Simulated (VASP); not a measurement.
# AlFe (Pm-3m) in VASP: further runs

One crystal, AlFe, is run at these levels: LDA; tasks: single point.

All numbers are computed with VASP 6.6.1; they aren't measurements. Logs are shortened: lines on timing, memory, paths and dates and some standing lists are left out, and cuts for length are marked.

### 1 The crystal as given

Symmetry: Pm-3m, No. 221, cubic system. Conventional cell: a = 2.910 Å, b = 2.910 Å, c = 2.910 Å, α = 90.00°, β = 90.00°, γ = 90.00°. Around Al (site symmetry m-3m) lie 8 Fe at 2.52 Å. Fe (site symmetry m-3m) is surrounded by 8 Al at 2.52 Å.

### 2 Single point, LDA, non-collinear spin, typed start, spin-orbit coupling

The input, INCAR:

```
SYSTEM = AlFe
PREC = Accurate
ENCUT = 520
EDIFF = 1E-7
ISMEAR = 1
SIGMA = 0.1
LREAL = .False.
LASPH = .True.
NELM = 150
ALGO = Fast
ISIF = 2
LWAVE = .False.
LCHARG = .False.
MAGMOM = 0 0 0 2.475 2.475 0
LORBIT = 11
LSORBIT = .True.
GGA_COMPAT = .False.
LORBMOM = .True.
LMAXMIX = 4
NBANDS = 23
```

The input, KPOINTS:

```
regular mesh
0
Gamma
  5 5 5
  0 0 0
```

The input, POSCAR:

```
AlFe
1.0
    2.9100000000      0.0000000000      0.0000000000
    0.0000000000      2.9100000000      0.0000000000
    0.0000000000      0.0000000000      2.9100000000
Al Fe
1 1
Direct
    0.0000000000      0.0000000000      0.0000000000
    0.5000000000      0.5000000000      0.5000000000
```

Potentials or basis: VASP PAW LDA potentials, release 64 (Al, Fe).

Started as:

```
cat potpaw_LDA.64/Al/POTCAR potpaw_LDA.64/Fe/POTCAR > POTCAR
mpirun -np 1 vasp_ncl > vasp.out
```

OUTCAR:

```text
SYSTEM = AlFe
   PREC = Accurate
   ENCUT = 520
   EDIFF = 1E-7
   ISMEAR = 1
   LREAL = .False.
   LASPH = .True.
   NELM = 150
   ISIF = 2
   LORBIT = 11
   LSORBIT = .True.

 ion  position               nearest neighbor table
   1  0.000  0.000  0.000-   2 2.52   2 2.52   2 2.52   2 2.52   2 2.52   2 2.52   2 2.52   2 2.52

   2  0.500  0.500  0.500-   1 2.52   1 2.52   1 2.52   1 2.52   1 2.52   1 2.52   1 2.52   1 2.52

  LATTYP: Found a simple cubic cell.
 ALAT       =     2.9100000000

  Lattice vectors:

 A1 = (   2.9100000000,   0.0000000000,   0.0000000000)
 A2 = (   0.0000000000,   2.9100000000,   0.0000000000)
 A3 = (   0.0000000000,   0.0000000000,   2.9100000000)

Analysis of symmetry for initial positions (statically):
=====================================================================
 Subroutine PRICEL returns:
 Original cell was already a primitive cell.

 Routine SETGRP: Setting up the symmetry group for a
 simple cubic supercell.

 Subroutine GETGRP returns: Found 48 space group operations
 (whereof 48 operations were pure point group operations)
 out of a pool of 48 trial point group operations.

The static configuration has the point symmetry O_h .

Analysis of symmetry for dynamics (positions and initial velocities):
=====================================================================
 Subroutine PRICEL returns:
 Original cell was already a primitive cell.

 Routine SETGRP: Setting up the symmetry group for a
 simple cubic supercell.

 Subroutine GETGRP returns: Found 48 space group operations
 (whereof 48 operations were pure point group operations)
 out of a pool of 48 trial point group operations.

The dynamic configuration has the point symmetry O_h .

Analysis of structural, dynamic, and magnetic symmetry:
=====================================================================
 Subroutine PRICEL returns:
 Original cell was already a primitive cell.

 Routine SETGRP: Setting up the symmetry group for a
 simple cubic supercell.

 Subroutine GETGRP returns: Found  4 space group operations
 (whereof  4 operations were pure point group operations)
 out of a pool of 48 trial point group operations.

The overall configuration has the point symmetry C_2h.

 Subroutine INISYM returns: Found  4 space group operations
 (whereof  4 operations are pure point group operations),
 and found     1 'primitive' translations

----------------------------------------------------------------------------------------

                                     Primitive cell

  volume of cell :      24.6422

  direct lattice vectors                    reciprocal lattice vectors
     2.910000000  0.000000000  0.000000000     0.343642612  0.000000000  0.000000000
     0.000000000  2.910000000  0.000000000     0.000000000  0.343642612  0.000000000
     0.000000000  0.000000000  2.910000000     0.000000000  0.000000000  0.343642612

  length of vectors
     2.910000000  2.910000000  2.910000000     0.343642612  0.343642612  0.343642612

  position of ions in fractional coordinates (direct lattice)
     0.000000000  0.000000000  0.000000000
     0.500000000  0.500000000  0.500000000

  ion indices of the primitive-cell ions
   primitive index   ion index
                 1           1
                 2           2

----------------------------------------------------------------------------------------

 KPOINTS: regular mesh

Automatic generation of k-mesh.
 Grid dimensions read from file:
 generate k-points for:    5    5    5

 Generating k-lattice:

  Cartesian coordinates                     Fractional coordinates (reciprocal lattice)
     0.068728522  0.000000000  0.000000000     0.200000000  0.000000000  0.000000000
     0.000000000  0.068728522  0.000000000     0.000000000  0.200000000  0.000000000
     0.000000000  0.000000000  0.068728522     0.000000000  0.000000000  0.200000000
[... 97 lines left out ...]

 number of electron      10.9999994 magnetization       0.6151005      0.6151005     -0.0000000

 Free energy of the ion-electron system (eV)
  ---------------------------------------------------
  ext. energy  EPLUGINS =         0.00000000
  ---------------------------------------------------
  free energy    TOTEN  =       -14.18120533 eV

  energy without entropy =      -14.18011680  energy(sigma->0) =      -14.18084249

 E-fermi :   7.5531     XC(G=0): -12.1961

 val. band max:        7.5191436419   @ k =   0.2000   0.0000   0.0000
 cond. band min:       7.5726271991   @ k =   0.4000  -0.2000   0.4000
 fundamental gap:      0.0534835572
 Fermi energy:         7.5531131289

 k-point     1 :       0.0000    0.0000    0.0000
  band No.  band energies     occupation
      1      -2.7429      1.00000
      2      -2.6902      1.00000
      3       4.9398      1.00000
      4       4.9399      1.00000
      5       5.4936      1.00000
      6       5.4937      1.00000
[... 613 lines left out ...]
     22      17.2023      0.00000
     23      21.9760      0.00000

 [... further k-points ...]

------------------------ aborting loop because EDIFF is reached ----------------------------------------

  FORCE on cell =-STRESS in cart. coord.  units (eV):
  Direction    XX          YY          ZZ          XY          YZ          ZX
  --------------------------------------------------------------------------------------
  -------------------------------------------------------------------------------------
  Total       -2.3323909     -2.3323909     -2.3380316      0.0014245      0.0000161     -0.0000161
  in kB     -151.6466948   -151.6466948   -152.0134428      0.0926201      0.0010468     -0.0010459
  external PRESSURE =    -151.7689441 kB  Pullay stress =       0.0000000 kB

 VOLUME and BASIS-vectors are now :
 -----------------------------------------------------------------------------
  energy-cutoff  :      520.00
  volume of cell :       24.64
      direct lattice vectors                 reciprocal lattice vectors
     2.910000000  0.000000000  0.000000000     0.343642612  0.000000000  0.000000000
     0.000000000  2.910000000  0.000000000     0.000000000  0.343642612  0.000000000
     0.000000000  0.000000000  2.910000000     0.000000000  0.000000000  0.343642612

 POSITION                                       TOTAL-FORCE (eV/Angst)
 -----------------------------------------------------------------------------------
      0.00000      0.00000      0.00000         0.000000      0.000000      0.000000
      1.45500      1.45500      1.45500         0.000000      0.000000      0.000000
 -----------------------------------------------------------------------------------
    total drift:                                0.000000     -0.000000     -0.000000

  FREE ENERGIE OF THE ION-ELECTRON SYSTEM (eV)
  ---------------------------------------------------
  free  energy   TOTEN  =       -14.1812053342 eV

  energy  without entropy=      -14.1801168033  energy(sigma->0) =      -14.18084249

 orbital moment (x)

 # of ion     p       d       tot
 ----------------------------------------
  1        -0.000   0.000  -0.000
  2         0.001   0.043   0.044
 ----------------------------------------
            0.001   0.043   0.044

 orbital moment (y)

 # of ion     p       d       tot
 ----------------------------------------
  1        -0.000   0.000  -0.000
  2         0.001   0.043   0.044
 ----------------------------------------
            0.001   0.043   0.044

 orbital moment (z)

 # of ion     p       d       tot
 ----------------------------------------
  1         0.000   0.000   0.000
  2         0.000   0.000   0.000
 ----------------------------------------
            0.000   0.000   0.000

 Spin-Orbit-Coupling matrix elements

 Ion:    1  E_soc:     -0.0002713
 l=   1
     0.0000000    -0.0000447    -0.0000462
    -0.0000447     0.0000000    -0.0000447
    -0.0000462    -0.0000447     0.0000000
 l=   2
     0.0000000     0.0000000     0.0000000     0.0000000     0.0000000
     0.0000000     0.0000000     0.0000000     0.0000000     0.0000000
     0.0000000     0.0000000     0.0000000     0.0000000     0.0000000
     0.0000000     0.0000000     0.0000000     0.0000000     0.0000000
     0.0000000     0.0000000     0.0000000     0.0000000     0.0000000
 l=   3
     0.0000000     0.0000000     0.0000000     0.0000000     0.0000000     0.0000000     0.0000000
     0.0000000     0.0000000     0.0000000     0.0000000     0.0000000     0.0000000     0.0000000
     0.0000000     0.0000000     0.0000000     0.0000000     0.0000000     0.0000000     0.0000000
     0.0000000     0.0000000     0.0000000     0.0000000     0.0000000     0.0000000     0.0000000
     0.0000000     0.0000000     0.0000000     0.0000000     0.0000000     0.0000000     0.0000000
     0.0000000     0.0000000     0.0000000     0.0000000     0.0000000     0.0000000     0.0000000
     0.0000000     0.0000000     0.0000000     0.0000000     0.0000000     0.0000000     0.0000000

 Ion:    2  E_soc:     -0.0140545
 l=   1
     0.0000000    -0.0003121    -0.0002850
    -0.0003121     0.0000000    -0.0003121
    -0.0002850    -0.0003121     0.0000000
 l=   2
     0.0000000    -0.0005503     0.0000000    -0.0005503    -0.0015184
    -0.0005503     0.0000000    -0.0011661    -0.0003899    -0.0003885
     0.0000000    -0.0011661     0.0000000    -0.0011661     0.0000000
    -0.0005503    -0.0003899    -0.0011661     0.0000000    -0.0003885
    -0.0015184    -0.0003885     0.0000000    -0.0003885     0.0000000
 l=   3
     0.0000000     0.0000000     0.0000000     0.0000000     0.0000000     0.0000000     0.0000000
     0.0000000     0.0000000     0.0000000     0.0000000     0.0000000     0.0000000     0.0000000
     0.0000000     0.0000000     0.0000000     0.0000000     0.0000000     0.0000000     0.0000000
     0.0000000     0.0000000     0.0000000     0.0000000     0.0000000     0.0000000     0.0000000
     0.0000000     0.0000000     0.0000000     0.0000000     0.0000000     0.0000000     0.0000000
     0.0000000     0.0000000     0.0000000     0.0000000     0.0000000     0.0000000     0.0000000
     0.0000000     0.0000000     0.0000000     0.0000000     0.0000000     0.0000000     0.0000000

 total charge

# of ion       s       p       d       tot
------------------------------------------
    1        0.402   0.428   0.000   0.829
    2        0.417   0.468   6.489   7.373
--------------------------------------------------
tot          0.819   0.895   6.489   8.202

 magnetization (x)

# of ion       s       p       d       tot
------------------------------------------
    1       -0.006  -0.013   0.000  -0.019
    2       -0.000   0.008   0.628   0.636
--------------------------------------------------
tot         -0.006  -0.005   0.628   0.617

 magnetization (y)

# of ion       s       p       d       tot
------------------------------------------
    1       -0.006  -0.013   0.000  -0.019
    2       -0.000   0.008   0.628   0.636
--------------------------------------------------
tot         -0.006  -0.005   0.628   0.617

 magnetization (z)

# of ion       s       p       d       tot
------------------------------------------
    1        0.000   0.000   0.000   0.000
    2        0.000   0.000   0.000   0.000
--------------------------------------------------
tot          0.000   0.000   0.000   0.000
```

Run time: 30 s. Hardware: 1 thread of Intel Xeon Platinum 8488C (Sapphire Rapids), shared host; peak memory 0.18 GiB.

Results:

* Free energy: -14.1812 eV
* Pressure: -15.2 GPa
* Net moment: 0.87 μB per cell
* Valence electrons inside the program's atomic spheres: Al 0.83; Fe 7.37

Moments on the atoms (μB; x, y, z):
```
Al  -0.02 -0.02  0.00
Fe   0.64  0.64  0.00
```

Caveat: the k mesh is coarse (spacing up to 0.43 Å⁻¹), so the values aren't converged; so large a pressure means that the cell lies far from this level's equilibrium, or that cutoff or potentials fall short.

### 3 Single point, LDA, non-collinear spin, typed start, spin-orbit coupling

The input, INCAR:

```
ALGO = Normal
EDIFF = 1E-7
ENCUT = 520
GGA = CA
GGA_COMPAT = False
ISIF = 2
ISMEAR = 1
LASPH = True
LCHARG = False
LMAXMIX = 4
LNONCOLLINEAR = True
LORBIT = 11
LORBMOM = True
LREAL = False
LSORBIT = True
LWAVE = False
MAGMOM = 0 0 0 0 0 3.5
NBANDS = 23
NELM = 150
PREC = Accurate
SIGMA = 0.1
```

The input, KPOINTS:

```
k-points
0
Gamma
  5 5 5
```

POSCAR is that of step 2.

Potentials or basis: VASP PAW LDA potentials, release 64 (Al, Fe).

Started as:

```
cat potpaw_LDA.64/Al/POTCAR potpaw_LDA.64/Fe/POTCAR > POTCAR
mpirun -np 1 vasp_ncl > vasp.out
```

It took 14 s on 1 thread of Intel Xeon Platinum 8488C (Sapphire Rapids), shared host; peak memory 0.18 GiB.

The run converged. Its results:

- Free energy: -14.1812 eV
- Pressure: -15.1 GPa
- Net moment: 0.87 μB per cell
- Valence electrons inside the program's atomic spheres: Al 0.83; Fe 7.37

Moments on the atoms (μB; x, y, z):
```
Al   0.00  0.00 -0.03
Fe   0.00  0.00  0.90
```

Caveat: the k mesh is coarse (spacing up to 0.43 Å⁻¹), so the values aren't converged; so large a pressure means that the cell lies far from this level's equilibrium, or that cutoff or potentials fall short.
